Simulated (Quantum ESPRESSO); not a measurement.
LiH:

```
Li H
1.0
     0.00000    2.03675    2.03675
     2.03675    0.00000    2.03675
     2.03675    2.03675    0.00000
Li H
1 1
Direct
  0.00000 0.00000 0.00000
  0.50000 0.50000 0.50000
```

Base run:

- Program: Quantum ESPRESSO 7.5
- Functional: PBE
- Potentials or basis: GBRV 1.5 PBE
- Cutoff: 612 eV
- Density cutoff: 4898 eV
- k mesh: 8 × 8 × 8, shifted
- Occupations: fermi-dirac, width 0.05 eV
- Spin: no spin polarisation

Its results: pressure -1.7 GPa; electronic dielectric tensor (diagonal) 4.25.

Task: After a change of settings the same cell gave: pressure -1.1 GPa; electronic dielectric tensor (diagonal) 3.85. Which change was it?
A. functional from PBE to WC
B. functional from PBE to LDA; potentials or basis from GBRV 1.5 PBE to GBRV 1.5 LDA
C. functional from PBE to PBEsol; potentials or basis from GBRV 1.5 PBE to GBRV 1.5 PBEsol
D. functional from PBE to BLYP

Result: D.

BLYP binds less tightly than PBE, so the same cell stands under more pressure.

Caveats: the potentials were made for another functional, which shifts forces and pressure (some runs).

Not every run made on this cell is shown here.
